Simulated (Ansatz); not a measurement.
input.yaml (Ansatz)

```yaml
crystal:
  lattice:
    - [0.0, 1.7983533734, 1.7983533734]
    - [1.7983533734, 0.0, 1.7983533734]
    - [1.7983533734, 1.7983533734, 0.0]
  atoms:
    - { symbol: Cr, position: [0.0, 0.0, 0.0], spin: 1.5 }
hamiltonian:
  xc: r2scan
  pseudopotentials:
    kind: paw
    azcp:
      Cr: "pseudopotentials/Cr.paw.azcp"
basis:
  ecutwfc: 500
  fft_grid_basis: typed
kpoints:
  mp_grid: { grid: [25, 25, 25], shift: [0, 0, 0] }
magnetization:
  spin_polarized: true
scf:
  occupations: { method: fermi_dirac, width: 0.05 }
```

Terminal output

```
Engine: ansatz 0.2.0, x86_64-unknown-linux-gnu
Pseudopotentials: kind: paw
Pseudopotential: Cr, paw, valence charge 14, recommended cutoff 500 eV (meta_gga) 
Functional definition: r2SCAN
  parameter k0 = 0.174
  parameter k1 = 0.065
  parameter a1 = 4.9479
  exchange = r2scan_x(k0 = k0, k1 = k1, a1 = a1)
  correlation = r2scan_c
Crystal: 1 atoms, lattice volume = 11.632 Å³
Basis set: ecut = 500 eV, 307 PW (Γ), exchange–correlation on 80×80×80 points (64 copies of the dense FFT grid, shifted against one another)
Bands: 12, of which v1, the nominal top of the filled ones, is band 7 counted from 1 (6 counted from 0)
Symmetry: 48 space group operations
Space group: Fm-3m (ITA 225), of the structure as read, at distance tolerance 2.3e-5 Å
Magnetic group: BNS 225.116 (UNI 1618), of the structure as read, at distance tolerance 2.3e-5 Å
k-points: 455 of 15625
Non-local potential: Cr, projectors of the file, l = 0: 3, l = 1: 2, l = 2: 3, l = 3: 1
PAW form: soft (Blöchl's): semilocal exchange-correlation on the pseudo side does not see the compensation charge
PAW frozen core: Cr, regenerated for the run's functional (the file was generated under x = pbe(κ = 0.804, μ = 0.2195149727645171), c = pbe(β = 0.06672455060314922))
PAW one-centre angular grid: Cr, 590 points (default); XC on 160 Gauss nodes
Initial density: superposition of atomic densities (chi_scale 0.1, normalization cell)
Starting moments: Σ|m| = 1.5 μB on 1 of 1 site
Initial wavefunctions: pseudopotential atomic-orbital guess
Functional: x = r2scan, c = r2scan; τ floored in thin density (d = 2e-4 eV/Å³)
SCF iter   1: F=—  HF=-3383.798398 eV  |F-HF|=—  |Δ(HF+E_count)|=         —  Δρ=1.42e-1 (↑1.42e-1 ↓8.89e-2)  dr2=4.90e0  dr2_τ=2.08e-2  dr2_m=1.31e-1  M=1.022 μB ∫|m|=1.024 μB  β_m=0.94  ethr=3.10e-3  ⟨swp⟩=4.0  Hψ=50737  notcnv=0
Mixer restart at iter 1: flushing history
SCF iter   2: F=—  HF=-3381.911595 eV  |F-HF|=—  |Δ(HF+E_count)|=    1.89e0  Δρ=3.45e-2 (↑2.25e-2 ↓3.45e-2)  dr2=2.92e-1  dr2_τ=1.02e-2  dr2_m=7.98e-3  M=1.028 μB ∫|m|=1.036 μB  β_m=1.00  ethr=3.10e-3  ⟨swp⟩=2.0  Hψ=28511  notcnv=0  defer=373  κ⁻¹=1.0e0(r=1)
SCF iter   3: F=—  HF=-3382.308060 eV  |F-HF|=—  |Δ(HF+E_count)|=         —  Δρ=8.59e-2 (↑8.59e-2 ↓7.70e-2)  dr2=6.29e-2  dr2_τ=2.35e-2  dr2_m=6.79e-1  M=0.193 μB ∫|m|=0.207 μB  β_m=1.00  ethr=2.08e-3  ⟨swp⟩=2.5  Hψ=19730  notcnv=0  defer=342
Mixer restart at iter 3: flushing history
...
SCF 1 converged in 27 iterations: F = -3381.998232 eV  dr2 = 1.83e-13
...
SCF iter  35: F=-3381.998232 eV  HF=-3381.998232 eV  |F-HF|=2.24e-9  |Δ(HF+E_count)|=   2.42e-7  Δρ=3.17e-6 (↑3.17e-6 ↓2.83e-6)  dr2=1.79e-10  dr2_τ=3.67e-11  dr2_m=8.38e-10  M=0.001 μB ∫|m|=0.001 μB  β_m=1.20  ethr=1.23e-12  ⟨swp⟩=1.0  Hψ=39975  notcnv=0  κ⁻¹=1.2e-6(r=8)
iter 36 did not close the SCF: its close was put off for a magnetic moment that had not settled (scf_convergence_deferred on its scf_iter line)
SCF iter  36: F=-3381.998232 eV  HF=-3381.998232 eV  |F-HF|=8.19e-10  |Δ(HF+E_count)|=   4.39e-9  Δρ=8.30e-7 (↑8.30e-7 ↓7.68e-7)  dr2=3.23e-11  dr2_τ=2.73e-12  dr2_m=4.62e-11  M=-0.000 μB ∫|m|=0.000 μB  β_m=1.20  ethr=1.23e-12  ⟨swp⟩=1.0  Hψ=34327  notcnv=0  κ⁻¹=3.0e-7(r=8)
SCF iter  37: F=-3381.998232 eV  HF=-3381.998232 eV  |F-HF|=7.82e-11  |Δ(HF+E_count)|=  9.98e-10  Δρ=3.30e-7 (↑3.30e-7 ↓2.93e-7)  dr2=4.86e-12  dr2_τ=4.01e-13  dr2_m=7.06e-12  M=0.000 μB ∫|m|=0.000 μB  ethr=1.00e-12  ⟨swp⟩=1.0  Hψ=31245  notcnv=0
SCF 2 converged in 37 iterations: F = -3381.998232 eV  dr2 = 4.86e-12
at 1 of the mixer's solves, the last at iteration 9, it left a direction of its history that read negative out of its fit and stepped the other way along it
WARN: the starting moments were not kept: the SCF closed with an absolute magnetisation of 1.3e-4 μB, where they sum to 1.5 μB in size (1 site). That is at most 0.1 of that sum. Measured as dr2_m measures the in/out step, that magnetisation stands 1.7e-8 eV from none, at or under the dr2_threshold of 1.0e-7 eV: it is no larger than a step whose dr2_m would equal this threshold. The system may hold no moment; this SCF shows only that its start led to no more than that. To try another start: raise the starting moments (crystal.atoms[].spin, magnetization.per_species, magnetization.initial_magnetization, or on a non-collinear deck that types none of these the spinor_matrix: blocks that start its atoms; where the total moment is fixed, keep their sum and leave initial_magnetization as it is; typed ones take the place of any that the run laid by itself, positive ones on a crystal's lanthanoids without a Hubbard term where scf.initial_density.shell_occupations: [] is typed) or, if the notice of its spin-set hold's release reads "site moments contracting" or "site moments show no strong build", lengthen the hold (scf.mixing.spin_hold: { on: { confirm: 4 } }; for m-r²SCAN on two components see the key's manual first). Each may lead to a state that holds a moment. A second SCF, from the converged charge density, with the starting moments and any scf.initial_density.shell_occupations laid on it anew, would have followed, and was not run: the deck does not ask for one (magnetization.retry_lost_moments is false, the default). To let it run, set magnetization.retry_lost_moments: true and run the deck again, where that key's refused combinations let it; where memory then withholds it, that run's warning says so.
this state was not tested for a lower state beside it, because the mixer in use, unlike msr1, does not test its closes by its own steps (another_mixer; see scf.mixing.algorithm and scf.lower_state_search)
SCF converged after 27 iterations
Magnetization: -0.0001 μB (6.9999 up, 7.0001 down)
Absolute magnetization: 0.0001 μB (∫|ρ↑−ρ↓|, with the PAW one-centre terms)
Spin contamination: 0.0000 ħ² per cell (⟨S²⟩ above its minimum at these occupations)
Per-site moments (μB) at R_I (Å): [(-0.0001230868912768373, 1.0490929888731957)]
Free energy (F): -3381.998232 eV
Harris-Foulkes:  -3381.998232 eV  (|F-HF|=7.73e-12)
Internal energy: -3381.984217 eV  (E = F + TS)
E sigma→0 (E₀):  -3381.991225 eV
Entropy (-TS):   -0.014016 eV (-14.016 meV/atom)
Fermi energy:    18.940047 eV
--- Per-component energies (eV) ---
  E_band       = -162.310497
  E_kinetic    = 343.872591
  E_local      = -1180.875313  (includes V_loc(G=0)·N_el)
  E_nonlocal   = 79.093861
  E_hartree    = 515.305976
  E_xc         = -137.893820
  E_vxc        = -200.706481  (∫ρ·V_xc dr)
  E_paw        = -1202.348095  (= ΣΔE_a)
  E_vpaw       = -246.995318  (= ΣTr[D̂ρ^β])
  E_aug_tail   = 0.000186  (compensation charges beyond the density's cutoff)
  E_vtau       = 12.688042  (kinetic-family band-sum trace: ∫τ·v_τ [+ j·A + Jᵃ·Aᵃ] dr)
  E_ewald      = -1798.867276
  E_core_change = -0.272327  (= ΣΔE_core)
  E_smearing   = -0.014016  (= −TS)
  E_closure    = 0.000000  (closes the sum)
  Σ components = -3381.998232   (vs F -3381.998232, Δ=0.00e0)
```

Command:

```sh
ansatz run input.yaml --threads 1 --pin off --max-ram 3584MiB --backend cpu --events-out ev --progress --plain --runs-dir out
```

On 1 thread of Intel(R) Xeon(R) Platinum 8259CL CPU @ 2.50GHz (Skylake/Cascade Lake) (shared host) this took about 160 s of wall time and 160 s of CPU time.
